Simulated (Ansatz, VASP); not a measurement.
# One calculation of LuH2, two programs

```xyz
3
Lattice="0.0000 2.4552 2.4552 2.4552 0.0000 2.4552 2.4552 2.4552 0.0000" Properties=species:S:1:pos:R:3 pbc="T T T"
Lu    0.0000    0.0000    0.0000
H     1.2276    1.2276    1.2276
H     3.6828    3.6828    3.6828
```

Alike in both runs: functional LDA; k mesh 14 × 14 × 14; occupations gaussian, width 0.1 eV; no spin polarisation.

Ansatz relaxed the structure, and its values are those at the end. VASP's run is a single point on that final structure, the one shown.

|  | VASP | Ansatz |
| --- | --- | --- |
| version | VASP 6.6.1 | Ansatz 0.2.0 |
| potentials or method | VASP PAW PBE potentials, release 64 (Lu, H) | scalar-relativistic, plane waves, PAW |
| plane-wave cutoff (eV) | 520 | 420 |
| valence electrons in the cell | 27 | 27 |

Ansatz gave:

| Property | Result |
| --- | --- |
| gap on the k mesh at the Fermi level (eV) | none |
| pressure (GPa) | 0.0 |

Q: Estimate VASP's values.

A: gap on the k mesh at the Fermi level (eV): none; pressure (GPa): 0.6.

A gap of «none» marks a metal or a gap that the smearing closes.

Caveats: the PAW data sets were made with another functional, which shifts forces and pressure a little (VASP). The runs have no spin-orbit coupling, so splittings on Lu are missing.
